**Question: Why does one extra basis function matter so much in CHF₃?**

I am looking at the MP2 atomization energy of CHF₃ in six basis sets. The last column is counted from the quadruple-zeta value, so a negative number means that the molecule is bound too weakly compared with that set.

Computed with Ansatz 0.2.0: frozen-core RMP2 for neutral singlet CHF₃, with the 1s orbitals of C and F left uncorrelated. The molecule has the same MP2(full)/6-31G* geometry in every basis set.

| basis | functions | atomization energy less its quadruple-zeta value (kJ/mol) |
| --- | --- | --- |
| STO-3G | 21 | -523.8 |
| 6-31G | 38 | -444.5 |
| cc-pVDZ | 61 | -164.2 |
| 6-31Gstar | 62 | -112.7 |
| cc-pVTZ | 134 | -33.2 |
| cc-pVQZ | 250 | 0.0 |

Every larger set binds more strongly, but the size of the set doesn't explain the steps. 6-31Gstar has one function more than cc-pVDZ and gains 51.5 kJ/mol, while the last step adds 116 functions and gains only 33.2 kJ/mol. Does 6-31Gstar simply describe the molecule better than cc-pVDZ?

**Answer**

No. Judged by the total energy, it describes the molecule worse. The atomization energy is the summed energy of the free atoms less the energy of the molecule. If a basis set made exactly the same error in both, the atomization energy would be perfect however bad the total energies were. A new function therefore counts only as far as the molecule needs it more than the atoms do.

The step between the two smallest sets comes close to that limit. From STO-3G to 6-31G the molecular energy falls by about 12,900 kJ/mol, yet the atomization energy rises by only 79 kJ/mol. Most of the improvement concerns electrons near the nuclei, which look much the same in CHF₃ as in free C, H and F. The atoms gain almost as much as the molecule, and the difference moves little. It is a net figure, though, in which changes of the Hartree–Fock and correlation parts may offset each other.

The d functions of 6-31Gstar are the opposite case. A free fluorine or carbon atom holds its valence electrons in s and p orbitals, so at Hartree–Fock level it has little use for d functions. In the molecule, the charge around each atom is pulled towards its neighbours and bent off its axis, and a d function mixed into a p orbital allows that distortion. This is polarization, and it matters greatly in a compact molecule with three strongly polar C–F bonds.

The energies agree with this picture. On going from 6-31G to 6-31Gstar, the atomization energy rises by 332 kJ/mol, while the Hartree–Fock energy of the molecule falls by 294 kJ/mol. The second number is an upper limit to the Hartree–Fock share of the gain, since the atoms can only gain from added functions too. The d functions also lower the correlation energy of the molecule by 493 kJ/mol, but free atoms need them for correlation as well, so much of that part cancels.

The same bookkeeping settles your odd pair. 6-31Gstar is not cc-pVDZ with one function added: it has six Cartesian d functions on each C and F, where cc-pVDZ has five and also puts p functions on hydrogen. The nearly equal counts are a coincidence. The molecular energy is 190 kJ/mol higher in 6-31Gstar than in cc-pVDZ, so by this measure cc-pVDZ is the better set for the molecule. The shifts then imply that the summed atomic energies are 242 kJ/mol higher in 6-31Gstar. Its atoms are worse by more than its molecule is, and the difference is the 51.5 kJ/mol that looks like an advantage.

Why the atoms differ so much is less certain. The correlation-consistent sets were designed to recover the correlation energy of atoms, and the d function of fluorine in cc-pVDZ is tighter than that in 6-31Gstar (for the single carbon atom the order is reversed). A tight function suits correlation within the atom, a softer one suits polarization of a bond. In the molecule, each atom can also borrow its neighbours' functions to mend its own description, which helps most where the atomic set is poor. For the three fluorine atoms both effects would act in the right direction. But the molecule too has 141 kJ/mol less correlation energy in 6-31Gstar, so much of a correlation loss in the atoms may cancel. The s and p functions of the two sets differ as well and could matter more. These runs don't separate the causes.

At the large end, polarization is mostly in place and the slow part is correlation. Two electrons avoid each other at short range, which gives the wavefunction a cusp where they meet. Products of smooth orbitals build up that cusp only slowly, with functions of ever higher angular momentum. Theory gives a remaining error of about A/X³, where X is 2, 3 or 4 for double, triple or quadruple zeta and A is a constant.

This rule can be tested without a fit. It makes the gain from cc-pVDZ to cc-pVTZ larger than the next one by (1/8 − 1/27)/(1/27 − 1/64) = 4.1, and the computed ratio is 3.9. The agreement is largely luck. The rule is meant for correlation alone, yet for the correlation energy of the molecule the same ratio is only 2.7, probably because a double-zeta set is too small for the rule to hold. The rule also fails for 6-31Gstar, which is a double-zeta set too but was not built as a member of that family.

Your zero is therefore not the end of the series. The error left at quadruple zeta would be 33.2 × 27/(64 − 27) ≈ 24 kJ/mol, a rough figure and probably somewhat too high, because the Hartree–Fock part converges faster than the rule assumes. That is the distance to the basis limit of MP2, not to nature. The printed output after this answer lists the molecular and atomic parts for every set.

CHF₃ is used in plasmas that etch silicon dioxide, and models of such plasmas need energies for breaking it up. For that purpose the two sets without d functions are unsuitable: they lose more than a fifth of the quadruple-zeta atomization energy. The two double-zeta sets with d functions still miss more than 100 kJ/mol, and the lead of 6-31Gstar rests on errors that needn't cancel as well in another molecule.

Numerical output:

```
Energies above their quadruple-zeta values in kJ/mol:
        row  molecule RHF  molecule MP2 correlation  molecule total  sum of atoms (implied)  atomization energy missing in percent
     STO-3G         12696                      2364           15060                   14536                                  26.35
      6-31G         721.7                      1433            2154                    1710                                  22.36
    cc-pVDZ           378                     799.2            1177                    1013                                  8.262
  6-31Gstar         427.6                     939.8            1367                    1255                                   5.67
    cc-pVTZ         71.81                     214.9           286.7                   253.5                                   1.67
    cc-pVQZ             0                         0               0                       0                                      0
STO-3G to 6-31G, gain in atomization energy, kJ/mol: 79.3
STO-3G to 6-31G, lowering of the molecule, kJ/mol: 12906
STO-3G, size of the MP2 correlation energy of the molecule, kJ/mol: 250.8
STO-3G, that correlation energy in percent of the quadruple-zeta one: 9.593
6-31G to 6-31Gstar, functions added: 24
6-31G to 6-31Gstar, gain in atomization energy, kJ/mol: 331.8
6-31G to 6-31Gstar, that gain in percent of the 6-31G shortfall: 74.65
6-31G to 6-31Gstar, lowering of the molecular RHF energy, kJ/mol: 294.1
6-31G to 6-31Gstar, lowering by molecular correlation, kJ/mol: 492.7
6-31G to 6-31Gstar, implied lowering of the sum of atoms, kJ/mol: 454.9
6-31Gstar less cc-pVDZ, atomization energy, kJ/mol: 51.5
6-31Gstar less cc-pVDZ, molecular energy, kJ/mol: 190.3
6-31Gstar less cc-pVDZ, implied sum of atoms, kJ/mol: 241.8
cc-pVDZ to cc-pVTZ, gain in atomization energy, kJ/mol: 131
cc-pVTZ to cc-pVQZ, gain in atomization energy, kJ/mol: 33.2
cc-pVTZ to cc-pVQZ, functions added: 116
cc-pVTZ to cc-pVQZ, lowering of the molecule, kJ/mol: 286.7
Ratio of the two correlation-consistent gains, computed: 3.946
Ratio of the two gains, inverse-cube estimate: 4.108
Inverse-cube estimate of what is missing beyond cc-pVQZ, kJ/mol: 24.23
```
